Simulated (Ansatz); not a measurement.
A computed series for SrF2: pressure series

Consider SrF2 in the fluorite structure (space group Fm-3m, No. 225).

```
CELL_PARAMETERS angstrom
      0.00000     2.87905     2.87905
      2.87905     0.00000     2.87905
      2.87905     2.87905     0.00000
ATOMIC_POSITIONS crystal
  Sr 0.00000 0.00000 0.00000
  F  0.25000 0.25000 0.25000
  F  0.75000 0.75000 0.75000
```

Cell and atoms are relaxed at each pressure.

The values are results of plane-wave PAW DFT at the PBEsol level (Ansatz, a quantum-chemistry and plane-wave program, 420 eV), no SOC, not measurements.

Candidates:
(a) pressure −2 GPa
(b) pressure 1.5 GPa
(c) pressure 10 GPa
(d) pressure 0.7 GPa

Base values:

* **Band gap**: 6.90 eV

Problem. Order them by band gap, highest first.

Solution. (c) pressure 10 GPa (7.50 eV), (b) pressure 1.5 GPa (7.01 eV), (d) pressure 0.7 GPa (6.95 eV), (a) pressure −2 GPa (6.75 eV)

Load acts through the strain it causes; cell and atoms are relaxed under it. Stability against distortions was not tested. No other phases were tried under pressure.
